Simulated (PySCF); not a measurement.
Geometry (Å), atoms numbered from 1 in this order:
```xyz
17

C     1.0219    1.0037   -0.7608
C     0.8491    1.2591    0.5359
C     0.1857    0.0492    1.1509
C    -1.2676    0.0416    0.6011
C    -1.0657   -0.2585   -0.9028
C     0.4791   -0.3799   -1.0272
C     0.8089   -1.0669    0.3036
H     1.3607    1.6934   -1.5237
H     1.0176    2.1998    1.0450
H     0.2598   -0.0457    2.2335
H    -1.7733    0.9912    0.7804
H    -1.8528   -0.7440    1.0852
H    -1.5444   -1.1990   -1.1857
H    -1.4632    0.5236   -1.5511
H     0.8210   -0.8681   -1.9390
H     1.8819   -1.1758    0.4699
H     0.3091   -2.0320    0.4260
```

PySCF 2.14.0 with density-fitted response routines calculation with shielding tensors at B97-2/pcSseg-2 (GIAO) and geometry from PBE0-D3(BJ)/def2-TZVP; non-relativistic Hamiltonian, one computed conformer, isolated molecule, equivalent nuclei averaged.

List the cross peaks expected in HSQC, COSY and HMBC spectra.

Results:



HSQC (one-bond C–H):
| δH | δC |
| --- | --- |
| 6.37 (H8/H9) | 145.2 (C1/C2) |
| 2.83 (H10/H15) | 47.3 (C3/C6) |
| 1.69 (H12/H13) | 28.6 (C4/C5) |
| 1.44 (H16) | 53.1 (C7) |
| 1.12 (H17) | 53.1 (C7) |
| 0.96 (H11/H14) | 28.6 (C4/C5) |

COSY cross peaks (H two or three bonds apart, from the bond graph; peaks can be absent where the dihedral angle is near 90°):
| δH | δH |
| --- | --- |
| 6.37 (H8/H9) | 2.83 (H10/H15) |
| 2.83 (H10/H15) | 1.69 (H12/H13) |
| 2.83 (H10/H15) | 1.44 (H16) |
| 2.83 (H10/H15) | 1.12 (H17) |
| 2.83 (H10/H15) | 0.96 (H11/H14) |
| 1.69 (H12/H13) | 0.96 (H11/H14) |
| 1.44 (H16) | 1.12 (H17) |

HMBC (two and three bonds, from the bond graph):
| δH | δC |
| --- | --- |
| 6.37 (H8/H9) | 145.2 (C1/C2), 53.1 (C7), 47.3 (C3/C6), 28.6 (C4/C5) |
| 2.83 (H10/H15) | 145.2 (C1/C2), 53.1 (C7), 47.3 (C3/C6), 28.6 (C4/C5) |
| 1.69 (H12/H13) | 145.2 (C1/C2), 53.1 (C7), 47.3 (C3/C6), 28.6 (C4/C5) |
| 1.44 (H16) | 145.2 (C1/C2), 47.3 (C3/C6), 28.6 (C4/C5) |
| 1.12 (H17) | 145.2 (C1/C2), 47.3 (C3/C6), 28.6 (C4/C5) |
| 0.96 (H11/H14) | 145.2 (C1/C2), 53.1 (C7), 47.3 (C3/C6), 28.6 (C4/C5) |

Chemical shifts δ = σref − σ; ¹H (31.64 ppm), ¹³C (185.38 ppm) vs TMS, all at this level.

Short H···H contacts in this conformer between protons four or more bonds apart (candidates for NOE cross peaks, intensity ∝ r⁻⁶): H13···H17 2.59 Å.

Shifts are as computed. Against solution values, carbons near 30 ppm lie about +3 ppm off and those near 130 ppm about +7 ppm. Of 1309 compounds with measured shifts, 239 miss one by over three times the rms of a fit or turn the order of signals round; such compounds aren't used in these exercises.
